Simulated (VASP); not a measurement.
# Cu in VASP: notebook

Runs on Cu. Level: LDA. Tasks: single point, relaxation of the atoms.

Everything below comes from runs of VASP 6.6.1. Logs are shortened: lines on timing, memory, paths and dates and some standing lists are left out, and cuts for length are marked.

**1. The slab as given**

The cell holds a slab with vacuum, 7 atoms: a = 2.492 Å, b = 2.492 Å, c = 27.210 Å, α = 90.00°, β = 90.00°, γ = 120.00°.

The slab is cut from a database's or a generator's crystal, which needn't be the stable form of the element.

**2. Single point, LDA**

INCAR reads:

```
SYSTEM = Cu
  PREC = Accurate
  ENCUT = 520
  EDIFF = 1E-7
  ISMEAR = 1
  SIGMA = 0.1
  LREAL = .False.
  LASPH = .True.
  NELM = 80
  ALGO = Normal
  ISIF = 2
  LWAVE = .False.
  LCHARG = .False.
  LDIPOL = .True.
  IDIPOL = 3
  DIPOL = 0.5 0.5 0.500
  LVHAR = .True.
  LVACPOTAV = .True.
  ICORELEVEL = 1
  KPAR = 4
```

KPOINTS reads:

```
regular mesh
0
Gamma
  18 18 1
  0 0 0
```

POSCAR reads:

```
Cu
1.0
    2.4924085700      0.0000000000      0.0000000000
   -1.2462042800      2.1584891400      0.0000000000
    0.0000000000      0.0000000000     27.2102584400
Cu
7
Direct
    0.6666666700      0.3333333300      0.2756313400
    0.3333333300      0.6666666700      0.3504208900
    0.0000000000      0.0000000000      0.4252104500
    0.6666666700      0.3333333300      0.5000000000
    0.3333333300      0.6666666700      0.5747895500
    0.0000000000      0.0000000000      0.6495791100
    0.6666666700      0.3333333300      0.7243686600
```

Potentials or basis: VASP PAW LDA potentials, release 64 (Cu).

Launch:

```bash
$ cat potpaw_LDA.64/Cu/POTCAR > POTCAR
$ mpirun -np 4 vasp_std > vasp.out
```

OUTCAR:

```text
SYSTEM = Cu
   PREC = Accurate
   ENCUT = 520
   EDIFF = 1E-7
   ISMEAR = 1
   LREAL = .False.
   LASPH = .True.
   NELM = 80
   ISIF = 2

 ion  position               nearest neighbor table
   1  0.667  0.333  0.276-   2 2.49   2 2.49   2 2.49
   2  0.333  0.667  0.350-   1 2.49   1 2.49   1 2.49   3 2.49   3 2.49   3 2.49
   3  0.000  0.000  0.425-   4 2.49   4 2.49   4 2.49   2 2.49   2 2.49   2 2.49
   4  0.667  0.333  0.500-   3 2.49   5 2.49   5 2.49   3 2.49   3 2.49   5 2.49
   5  0.333  0.667  0.575-   4 2.49   4 2.49   4 2.49   6 2.49   6 2.49   6 2.49
   6  0.000  0.000  0.650-   7 2.49   7 2.49   7 2.49   5 2.49   5 2.49   5 2.49
   7  0.667  0.333  0.724-   6 2.49   6 2.49   6 2.49

  LATTYP: Found a hexagonal cell.
 ALAT       =     2.4924085700
 C/A-ratio  =    10.9172544050

  Lattice vectors:

 A1 = (   2.4924085700,   0.0000000000,   0.0000000000)
 A2 = (  -1.2462042800,   2.1584891400,   0.0000000000)
 A3 = (   0.0000000000,   0.0000000000,  27.2102584400)

Analysis of symmetry for initial positions (statically):
=====================================================================
 Subroutine PRICEL returns:
 Original cell was already a primitive cell.

 Routine SETGRP: Setting up the symmetry group for a
 hexagonal supercell.

 Subroutine GETGRP returns: Found 12 space group operations
 (whereof  6 operations were pure point group operations)
 out of a pool of 24 trial point group operations.

The static configuration has the point symmetry C_3v.
 The point group associated with its full space group is D_3d.

Analysis of symmetry for dynamics (positions and initial velocities):
=====================================================================
 Subroutine PRICEL returns:
 Original cell was already a primitive cell.

 Routine SETGRP: Setting up the symmetry group for a
 hexagonal supercell.

 Subroutine GETGRP returns: Found 12 space group operations
 (whereof  6 operations were pure point group operations)
 out of a pool of 24 trial point group operations.

The dynamic configuration has the point symmetry C_3v.
 The point group associated with its full space group is D_3d.

 Subroutine INISYM returns: Found 12 space group operations
 (whereof  6 operations are pure point group operations),
 and found     1 'primitive' translations

----------------------------------------------------------------------------------------

                                     Primitive cell

  volume of cell :     146.3868

  direct lattice vectors                    reciprocal lattice vectors
     2.492408570  0.000000000  0.000000000     0.401218328  0.231643509  0.000000000
    -1.246204280  2.158489140  0.000000000     0.000000000  0.463287019  0.000000000
     0.000000000  0.000000000 27.210258440     0.000000000  0.000000000  0.036750845

  length of vectors
     2.492408570  2.492408569 27.210258440     0.463287019  0.463287019  0.036750845

  position of ions in fractional coordinates (direct lattice)
     0.666666670  0.333333330  0.275631340
     0.333333330  0.666666670  0.350420890
     0.000000000  0.000000000  0.425210450
     0.666666670  0.333333330  0.500000000
     0.333333330  0.666666670  0.574789550
     0.000000000  0.000000000  0.649579110
     0.666666670  0.333333330  0.724368660

  ion indices of the primitive-cell ions
   primitive index   ion index
                 1           1
                 2           2
                 3           3
                 4           4
                 5           5
                 6           6
                 7           7

----------------------------------------------------------------------------------------

 KPOINTS: regular mesh

Automatic generation of k-mesh.
 Grid dimensions read from file:
 generate k-points for:   18   18    1

 Generating k-lattice:

  Cartesian coordinates                     Fractional coordinates (reciprocal lattice)
     0.022289907  0.012869084  0.000000000     0.055555556 -0.000000000  0.000000000
     0.000000000  0.025738168  0.000000000     0.000000000  0.055555556  0.000000000
     0.000000000  0.000000000  0.036750845     0.000000000  0.000000000  1.000000000

  Length of vectors
     0.025738168  0.025738168  0.036750845

  Shift w.r.t. Gamma in fractional coordinates (k-lattice)
     0.000000000  0.000000000  0.000000000

 Subroutine IBZKPT returns following result:
 ===========================================

 Found     37 irreducible k-points:

 Following reciprocal coordinates:
            Coordinates               Weight
  0.000000  0.000000  0.000000      1.000000
  0.055556 -0.000000  0.000000      6.000000
  0.111111 -0.000000  0.000000      6.000000
  0.166667  0.000000  0.000000      6.000000
  0.222222  0.000000  0.000000      6.000000
  0.277778  0.000000  0.000000      6.000000
[... 16 lines left out ...]
  0.333333  0.111111  0.000000     12.000000
  0.388889  0.111111  0.000000     12.000000
 [... further k-points ...]
   k-points           NKPTS =     37   k-points in BZ     NKDIM =     37   number of bands    NBANDS=     46
   number of dos      NEDOS =    301   number of ions     NIONS =      7
   total plane-waves  NPLWV =  84000
   dimension x,y,z NGX =    20 NGY =   20 NGZ =  210
   dimension x,y,z NGXF=    40 NGYF=   40 NGZF=  420
   ions per type =               7
   NGX,Y,Z   is equivalent  to a cutoff of  13.34, 13.34, 12.83 a.u.
   NGXF,Y,Z  is equivalent  to a cutoff of  26.68, 26.68, 25.66 a.u.
 SYSTEM =  Cu
   PREC   = accura    normal or accurate (medium, high low for compatibility)
   ISTART =      0    job   : 0-new  1-cont  2-samecut
   ICHARG =      2    charge: 1-file 2-atom 10-const
   ISPIN  =      1    spin polarized calculation?
   LNONCOLLINEAR =      F non collinear calculations
   LSORBIT =      F    spin-orbit coupling
   LASPH  =      T    aspherical Exc in radial PAW
   ENCUT  =  520.0 eV  38.22 Ry    6.18 a.u.   4.63  4.63 50.59*2*pi/ulx,y,z
   NELM   =     80;   NELMIN=  2; NELMDL= -5     # of ELM steps
   EDIFF  = 0.1E-06   stopping-criterion for ELM
   LREAL  =      F    real-space projection
   EDIFFG = 0.1E-05   stopping-criterion for IOM
   NSW    =      0    number of steps for IOM
   IBRION =     -1    ionic relax: 0-MD 1-quasi-New 2-CG
   NFREE  =      0    steps in history (QN), initial steepest desc. (CG)
   ISIF   =      2    stress and relaxation
   ISYM   =      2    0-nonsym 1-usesym 2-fastsym
   POTIM  = 0.5000    time-step for ionic-motion
   TEBEG  =    0.0;   TEEND  =   0.0 temperature during run
   PSTRESS=    0.0 pullay stress
   NELECT =      77.0000    total number of electrons
   NUPDOWN=      -1.0000    fix difference up-down
   EMIN   =  10.00;   EMAX   =-10.00  energy-range for DOS
   EFERMI =   0.00;   METHOD = LEGACY
   ISMEAR =     1;   SIGMA  =   0.10  broadening in eV -4-tet -1-fermi 0-gaus
   EFERMI_NEDOS =   21; number of points for ismear=-14 and -15
   IALGO  =     38    algorithm
   IMIX   =      4    mixing-type and parameters
     AMIX     =   0.40;   BMIX     =  1.00
     AMIX_MAG =   1.60;   BMIX_MAG =  1.00
  volume/ion in A,a.u.               =      20.91       141.12
  Fermi-wavevector in a.u.,A,eV,Ry     =   1.321512  2.497296 23.761137  1.746394
  Thomas-Fermi vector in A             =   2.451261
   LORBIT       =      0    0 simple, 1 ext, 2 COOP (PROOUT), +10 PAW based schemes
   GGA     = CA    functional components
   LHFCALC =     F    Hartree Fock is set to
   AEXX    =    0.0000 exact exchange contribution
   IVDW    =     0    specifies the selected vdW correction
   LEPSILON=     F    determine dielectric tensor
   LRPA    =     F    only Hartree local field effects (RPA)
 non-spin polarized calculation
 Methfessel and Paxton  Order N= 1 SIGMA  =   0.10
  energy-cutoff  :      520.00
  volume of cell :      146.39
 maximum number of plane-waves:      3982
 NGX is ok and might be reduce to    20
   NGX =  9   NGY =  9   NGZ =101

 number of electron      77.0000009 magnetization

 dipolmoment           0.000000      0.000000     -0.000002 electrons x Angstroem

 Free energy of the ion-electron system (eV)
  ---------------------------------------------------
  ext. energy  EPLUGINS =         0.00000000
  ---------------------------------------------------
  free energy    TOTEN  =       -31.75208836 eV

  energy without entropy =      -31.74634159  energy(sigma->0) =      -31.75017277

 the core state eigenenergies are
   1-  1s  -8802.9237  2s  -1054.3709  2p   -911.5239  3s   -109.4618  3p    -67.4727

   2-  1s  -8803.1964  2s  -1054.6981  2p   -911.8453  3s   -109.7533  3p    -67.7620

   3-  1s  -8803.2278  2s  -1054.7347  2p   -911.8816  3s   -109.7703  3p    -67.7774

   4-  1s  -8803.2522  2s  -1054.7584  2p   -911.9054  3s   -109.7934  3p    -67.8005

   5-  1s  -8803.2278  2s  -1054.7347  2p   -911.8816  3s   -109.7704  3p    -67.7775

   6-  1s  -8803.1965  2s  -1054.6982  2p   -911.8454  3s   -109.7534  3p    -67.7621

   7-  1s  -8802.9238  2s  -1054.3709  2p   -911.5239  3s   -109.4619  3p    -67.4728

 E-fermi :   1.9112     XC(G=0):  -7.8173

 val. band max:        1.9002306319   @ k =   0.3889   0.0556   0.0000
 cond. band min:       1.9336695080   @ k =   0.4444   0.0556   0.0000
 fundamental gap:      0.0334388761
 Fermi energy:         1.9112230313

 k-point     1 :       0.0000    0.0000    0.0000
  band No.  band energies     occupation
      1      -7.8537      2.00000
      2      -7.3310      2.00000
      3      -6.5209      2.00000
      4      -5.4943      2.00000
      5      -4.4851      2.00000
      6      -3.8338      2.00000
[... 38 lines left out ...]
     45       6.7780      0.00000
     46       7.2295      0.00000

 k-point     2 :       0.0556   -0.0000    0.0000
  band No.  band energies     occupation
      1      -7.7487      2.00000
      2      -7.2279      2.00000
      3      -6.4211      2.00000
      4      -5.3993      2.00000
      5      -4.3967      2.00000
      6      -3.7548      2.00000
[... 38 lines left out ...]
     45       6.8702      0.00000
     46       7.3109      0.00000

 k-point     3 :       0.1111   -0.0000    0.0000
  band No.  band energies     occupation
      1      -7.4370      2.00000
      2      -6.9226      2.00000
      3      -6.1270      2.00000
      4      -5.1222      2.00000
      5      -4.1423      2.00000
      6      -3.5298      2.00000
[... 38 lines left out ...]
     45       7.1466      0.00000
     46       7.5642      0.00000

 k-point     4 :       0.1667    0.0000    0.0000
  band No.  band energies     occupation
      1      -6.9303      2.00000
      2      -6.4292      2.00000
      3      -5.6577      2.00000
      4      -4.6914      2.00000
      5      -3.7630      2.00000
      6      -3.2016      2.00000
[... 920 lines left out ...]
     45       9.4900      0.00000
     46      10.0240      0.00000

 k-point    23 :       0.3333    0.1111    0.0000
  band No.  band energies     occupation
      1      -3.7278      2.00000
      2      -3.5113      2.00000
      3      -3.3411      2.00000
      4      -3.1611      2.00000
      5      -2.9164      2.00000
      6      -2.7090      2.00000
[... 38 lines left out ...]
     45       8.3176      0.00000
     46       8.9562      0.00000

 k-point    24 :       0.3889    0.1111    0.0000
  band No.  band energies     occupation
      1      -3.4345      2.00000
      2      -3.2507      2.00000
      3      -3.1895      2.00000
      4      -3.0924      2.00000
      5      -2.9075      2.00000
      6      -2.7919      2.00000
[... 38 lines left out ...]
     45       7.8523      0.00000
     46       8.4900      0.00000

 [... further k-points ...]

------------------------ aborting loop because EDIFF is reached ----------------------------------------

  FORCE on cell =-STRESS in cart. coord.  units (eV):
  Direction    XX          YY          ZZ          XY          YZ          ZX
  --------------------------------------------------------------------------------------
  -------------------------------------------------------------------------------------
  Total       -1.6740172     -1.6740172     -0.7782643     -0.0000000     -0.0000000     -0.0000000
  in kB      -18.3218252    -18.3218252     -8.5179665     -0.0000000     -0.0000000     -0.0000000
  external PRESSURE =     -15.0538723 kB  Pullay stress =       0.0000000 kB

 VOLUME and BASIS-vectors are now :
 -----------------------------------------------------------------------------
  energy-cutoff  :      520.00
  volume of cell :      146.39
      direct lattice vectors                 reciprocal lattice vectors
     2.492408570  0.000000000  0.000000000     0.401218328  0.231643509  0.000000000
    -1.246204280  2.158489140  0.000000000     0.000000000  0.463287019  0.000000000
     0.000000000  0.000000000 27.210258440     0.000000000  0.000000000  0.036750845

 POSITION                                       TOTAL-FORCE (eV/Angst)
 -----------------------------------------------------------------------------------
      1.24620      0.71950      7.50000        -0.000000      0.000000      0.101791
     -0.00000      1.43899      9.53504         0.000000     -0.000000     -0.046323
      0.00000      0.00000     11.57009        -0.000000      0.000000     -0.029908
      1.24620      0.71950     13.60513        -0.000000      0.000000     -0.000000
     -0.00000      1.43899     15.64017         0.000000     -0.000000      0.029908
      0.00000      0.00000     17.67522        -0.000000      0.000000      0.046323
      1.24620      0.71950     19.71026         0.000000     -0.000000     -0.101791
 -----------------------------------------------------------------------------------
    total drift:                               -0.000001      0.000001     -0.000408

  FREE ENERGIE OF THE ION-ELECTRON SYSTEM (eV)
  ---------------------------------------------------
  free  energy   TOTEN  =       -31.7520883590 eV

  energy  without entropy=      -31.7463415943  energy(sigma->0) =      -31.75017277

 vacuum level on the upper side and lower side of the slab         7.132         7.132
```

It took 3.6 min on 4 MPI ranks of Intel Xeon Platinum 8259CL at 2.50GHz (Skylake/Cascade Lake), shared host; peak memory 0.32 GiB.

What came out:

```
Free energy                     : -31.7521 eV
Largest force                   : 0.102 eV/Å
Band gap on the k mesh          : none (metal or under the smearing width)
Work function of the upper face : 5.22 eV
Work function of the lower face : 5.22 eV
```

Forces on the atoms (eV/Å):
```
Cu   0.000  0.000  0.102
Cu   0.000  0.000 -0.046
Cu   0.000  0.000 -0.030
Cu   0.000  0.000  0.000
Cu   0.000  0.000  0.030
Cu   0.000  0.000  0.046
Cu   0.000  0.000 -0.102
```

Levels at points of the mesh, in eV from the Fermi level:
```csv
k point,band 36,band 37,band 38,band 39,band 40,band 41,band 42,band 43
"(0.00, 0.00, 0.00)",-1.92,-1.92,-1.74,-1.74,-1.70,-1.70,-0.88,-0.54
"(0.50, 0.00, 0.00)",-0.70,0.05,0.68,1.08,1.32,1.52,1.54,4.32
```

Core levels (eV, on the scale of the bands):
| atom | levels |
| --- | --- |
| 1 Cu | 1s -8802.9, 2s -1054.4, 2p -911.5, 3s -109.5, 3p -67.5 |
| 2 Cu | 1s -8803.2, 2s -1054.7, 2p -911.8, 3s -109.8, 3p -67.8 |
| 3 Cu | 1s -8803.2, 2s -1054.7, 2p -911.9, 3s -109.8, 3p -67.8 |
| 4 Cu | 1s -8803.3, 2s -1054.8, 2p -911.9, 3s -109.8, 3p -67.8 |
| 5 Cu | 1s -8803.2, 2s -1054.7, 2p -911.9, 3s -109.8, 3p -67.8 |
| 6 Cu | 1s -8803.2, 2s -1054.7, 2p -911.8, 3s -109.8, 3p -67.8 |

**3. Relaxation of the atoms, LDA**

INCAR reads:

```
PREC = Accurate
ENCUT = 520
EDIFF = 1E-6
ISMEAR = 1
SIGMA = 0.1
LREAL = F
LASPH = T
NELM = 80
ALGO = Normal
ISIF = 2
LWAVE = F
LCHARG = F
LDIPOL = T
IDIPOL = 3
DIPOL = 0.5 0.5 0.500
IBRION = 2
NSW = 80
EDIFFG = -0.02
KPAR = 4
```

KPOINTS reads:

```
Automatic mesh
0
Gamma
  18 18 1
```

POSCAR is that of step 2.

Potentials or basis: VASP PAW LDA potentials, release 64 (Cu).

Launch:

```bash
$ cat potpaw_LDA.64/Cu/POTCAR > POTCAR
$ mpirun -np 4 vasp_std > vasp.out
```

It took 15 min on 4 MPI ranks of Intel Xeon Platinum 8259CL at 2.50GHz (Skylake/Cascade Lake), shared host; peak memory 0.33 GiB.

The run converged. Its results:

```yaml
Free_energy: -31.7549 eV
Energy_gained_by_relaxing: 0.4 meV/atom
Ionic_steps: 10
Largest_force_after_relaxing: 0.011 eV/Å
Band_gap_on_the_k_mesh: none (metal or under the smearing width)
```

Forces on the atoms (eV/Å):
```
Cu   0.000  0.000  0.006
Cu   0.000  0.000  0.005
Cu   0.000  0.000  0.011
Cu   0.000  0.000  0.000
Cu   0.000  0.000 -0.011
Cu   0.000  0.000 -0.005
Cu   0.000  0.000 -0.006
```

Step by step:
```tsv
step	energy change (eV)	largest force (eV/Å)	pressure (GPa)
1	0.0000	0.1017	-1.51
2	-0.0011	0.0703	-1.44
3	-0.0018	0.0405	-1.36
4	-0.0018	0.0487	-1.32
5	-0.0021	0.0275	-1.34
6	-0.0021	0.0239	-1.29
7	-0.0021	0.0599	-1.23
8	-0.0022	0.0334	-1.29
9	-0.0024	0.0278	-1.23
10	-0.0028	0.0110	-1.14
```

Final structure:
```
Cu
1.0
     2.49241    0.00000    0.00000
    -1.24620    2.15849    0.00000
     0.00000    0.00000   27.21026
Cu
7
Direct
  0.66667 0.33333 0.27668
  0.33333 0.66667 0.35071
  0.00000 0.00000 0.42519
  0.66667 0.33333 0.50000
  0.33333 0.66667 0.57481
  0.00000 0.00000 0.64929
  0.66667 0.33333 0.72332
```

Levels at points of the mesh, in eV from the Fermi level:
```csv
k point,band 35,band 36,band 37,band 38,band 39,band 40,band 41,band 42,band 43,band 44
"(0.00, 0.00, 0.00)",-2.13,-1.93,-1.93,-1.74,-1.74,-1.70,-1.70,-0.86,-0.52,4.48
"(0.50, 0.00, 0.00)",-1.43,-0.71,0.04,0.67,1.08,1.32,1.52,1.54,4.33,4.89
```

[end of part 1 of 2]
